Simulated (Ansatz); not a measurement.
**Ge: gradients before and after relaxing the atoms**

Start: an entry of the Crystallography Open Database (COD), taken as it stands.

Space group P4_32_12 (No. 96); a = 5.9300, c = 6.9800 Å.

```
site  Wyckoff  site symmetry       x       y       z
 Ge1       4a            ..2  0.0750  0.0750  0.0000
 Ge5       8b              1  0.1667  0.3750  0.2500
```

One atom of each set is listed.

The numbers come from a DFT calculation in Ansatz (PBE, plane waves and PAW, scalar-relativistic, 420 eV cutoff, Γ-centred 8×8×7 k-points, Fermi–Dirac smearing 0.02 eV).

The largest force at the start is 0.90 eV/Å. Relaxing the ions at fixed cell moves them by 0.125 Å at most (atom 3, Ge) and 0.098 Å rms.

```json
{"site": "Ge1", "moved (Å)": "0.125", "first shell before": "4 Ge at 2.44–2.55 Å", "first shell after": "4 Ge at 2.49–2.50 Å", "V_zz before (10²¹ V/m²)": "3.32", "η before": "0.44"}
{"site": "Ge5", "moved (Å)": "0.082", "first shell before": "4 Ge at 2.44–2.55 Å", "first shell after": "4 Ge at 2.49–2.52 Å", "V_zz before (10²¹ V/m²)": "-5.05", "η before": "0.77"}
```

(1) What are V_zz and η after the relaxation?

Results:

(1) 

| site | V_zz after | η after | change of V_zz |
| --- | --- | --- | --- |
| Ge1 | 4.41 | 0.80 | +1.09 |
| Ge5 | 5.86 | 0.83 | – |

The largest change of V_zz along a kept axis is on Ge1, from 3.32 to 4.41. In per cent, |V_zz| changes by +33 on Ge (all sites that start above 0.5, bar those whose gradient vanishes or changes sign or whose main axis turns by over 40°). Where |V_zz| stays above 0.1 and the axes keep their order, η moves most on Ge1, from 0.44 to 0.80. On Ge5 the largest principal value lies along another axis in the second run, so the two V_zz can't be compared directly.
